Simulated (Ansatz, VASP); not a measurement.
# BN: VASP beside Ansatz

The input INCAR:

```
  ALGO = Normal
  EDIFF = 1E-7
  ENCUT = 520
  GGA = PE
  ISIF = 2
  ISMEAR = 0
  LASPH = T
  LCHARG = F
  LREAL = F
  LWAVE = F
  NBANDS = 16
  NELM = 100
  PREC = Accurate
  SIGMA = 0.05
```

The input KPOINTS:

```
k-points
0
Gamma
  12 12 6
```

POSCAR

```
BN
1.0
    2.5162613945      0.0000000000      0.0000000000
   -1.2581306973      2.1791462902      0.0000000000
    0.0000000000      0.0000000000      4.2878822532
B N
2 2
Direct
    0.6666666667      0.3333333333      0.9998058547
    0.3333333333      0.6666666667      0.4998058547
    0.6666666667      0.3333333333      0.6251941453
    0.3333333333      0.6666666667      0.1251941453
```

Input for Ansatz:

```yaml
crystal:
  lattice:
    - [2.5162613945, 0.0, 0.0]
    - [-1.2581306973, 2.1791462902, 0.0]
    - [0.0, 0.0, 4.2878822532]
  atoms:
    - { symbol: B, position: [0.6666666667, 0.3333333333, 0.9998058547] }
    - { symbol: B, position: [0.3333333333, 0.6666666667, 0.4998058547] }
    - { symbol: "N", position: [0.6666666667, 0.3333333333, 0.6251941453] }
    - { symbol: "N", position: [0.3333333333, 0.6666666667, 0.1251941453] }
basis:
  ecutwfc: 420
kpoints:
  mp_grid: { grid: [12, 12, 6] }
hamiltonian:
  xc: pbe
scf:
  occupations: { method: gaussian, width: 0.05 }
output:
  forces: true
  stress: true
  eigenvalues: true
```

Change from the starting cell: strain -0.015 along x and y, +0.015 along z, atoms carried along.

Alike in both runs: task single point; functional PBE; k mesh 12 × 12 × 6; occupations gaussian, width 0.05 eV; no spin polarisation.

|  | VASP | Ansatz |
| --- | --- | --- |
| version | VASP 6.6.1 | Ansatz 0.2.0 |
| potentials or method | VASP PAW PBE potentials, release 64 (B, N) | scalar-relativistic, plane waves, PAW |
| plane-wave cutoff (eV) | 520 | 420 |
| valence electrons in the cell | 16 | 16 |

```csv
,VASP,Ansatz,Ansatz less VASP
gap on the k mesh at the Fermi level (eV),5.08,5.09,+0.017
least direct gap on the mesh (eV),7.65,7.65,+0.005
pressure (GPa),6.5,6.2,-0.28
largest component of the traceless stress (GPa),19.42,19.24,-0.179
rms of the force components (eV/Å),0.009,0.004,-0.0049
```

Atom by atom the forces differ by 0.005 eV/Å (rms over components).

A k mesh can miss the band edges.
